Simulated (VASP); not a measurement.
# Nb5N4: work function with PBE

The system is Nb5N4, a slab with vacuum.

```xyz
9
Lattice="2.9400 0.0000 0.0000 -1.4700 2.5461 0.0000 0.0000 0.0000 26.1600" Properties=species:S:1:pos:R:3 pbc="T T T"
Nb    0.0000    0.0000    7.5000
Nb    0.0000    0.0000   10.2900
Nb    0.0000    0.0000   13.0800
Nb    0.0000    0.0000   15.8700
Nb    0.0000    0.0000   18.6600
N     1.4700    0.8487    8.8950
N     1.4700    0.8487   11.6850
N     1.4700    0.8487   14.4750
N     1.4700    0.8487   17.2650
```

The cell isn't the ideal one: the (0 0 1) slab of NbN, cut from the database cell, not relaxed.

```
Program                : VASP 6.6.1
Task                   : work function
Functional             : PBE
Potentials or basis    : VASP PAW PBE potentials, release 64 (Nb_sv, N)
Cutoff                 : 520 eV
k mesh                 : 10 × 10 × 1
Occupations            : gaussian, width 0.05 eV
Spin                   : no spin polarisation
Dipole correction      : yes
Further INCAR settings : ALGO = Normal; EDIFF = 1e-06
```

```
Largest force                   : 1.147 eV/Å
Band gap on the k mesh          : none (metal or under the smearing width)
Work function of the upper face : 4.82 eV
Work function of the lower face : 4.82 eV
```

Forces on the atoms (eV/Å):
```
Nb   0.000  0.000 -1.147
Nb   0.000  0.000 -0.481
Nb   0.000  0.000  0.000
Nb   0.000  0.000  0.481
Nb   0.000  0.000  1.147
N    0.000  0.000  0.157
N    0.000  0.000  0.029
N    0.000  0.000 -0.029
N    0.000  0.000 -0.157
```

Levels at points of the mesh, in eV from the Fermi level:
```tsv
k point	band 40	band 41	band 42	band 43	band 44	band 45	band 46	band 47
(0.00, 0.00, 0.00)	-0.75	-0.32	-0.24	-0.24	0.03	0.03	0.41	0.41
(0.50, 0.00, 0.00)	-0.96	-0.24	0.52	0.58	2.00	2.15	2.51	2.79
```

Run time: 7.2 min on 1 thread of Intel(R) Xeon(R) Platinum 8375C CPU @ 2.90GHz (Ice Lake), with other jobs on the host, peak memory 0.39 GiB.
